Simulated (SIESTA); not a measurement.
Crystal: CaSe.

```xyz
2
Lattice="0.0000 2.9560 2.9560 2.9560 0.0000 2.9560 2.9560 2.9560 0.0000" Properties=species:S:1:pos:R:3 pbc="T T T"
Se    2.9560    2.9560    2.9560
Ca    0.0000    0.0000    0.0000
```

- Program: SIESTA 5.4.2
- Task: single point
- Functional: PBE
- Potentials or basis: PseudoDojo 0.4 standard (PBE files)
- Basis: DZP (energy shift 0.002 Ry; d shell added on Ca)
- Grid cutoff: 800 Ry
- Energy shift: 0.002 Ry
- k mesh: 8 × 8 × 8
- Occupations: fermi-dirac, width 0.05 eV
- Spin: no spin polarisation

On this cell: pressure 1.3 GPa; largest force zero by symmetry; band gap on the k mesh 2.14 eV, indirect (least direct gap 3.09 eV).

The same run follows on a disturbed copy (atoms moved at random, drawn with an rms of 0.05 Å):

```
Se Ca
1.0
     0.00000    2.95600    2.95600
     2.95600    0.00000    2.95600
     2.95600    2.95600    0.00000
Se Ca
1 1
Direct
  0.49730 0.48503 0.49987
  0.00519 0.00562 0.99299
```

Problem. What does the disturbed cell give?

Solution. The energy moves by +7.4 meV/atom; pressure 1.5 GPa; largest force 0.319 eV/Å; band gap on the k mesh 2.16 eV, indirect (least direct gap 3.10 eV).

Forces on the atoms (eV/Å):
```
Se   0.135  0.010  0.289
Ca  -0.135 -0.010 -0.289
```

Stress tensor (GPa, compression positive):
```
 1.39  0.00 -0.05
 0.00  1.25  0.01
-0.05  0.01  1.76
```

Caveats: semicore shells carry a single zeta, which can move pressures by several GPa and volumes by a few percent; the basis of atomic orbitals isn't converged, which shifts pressures, moduli and gaps.

A k mesh can miss the band edges.
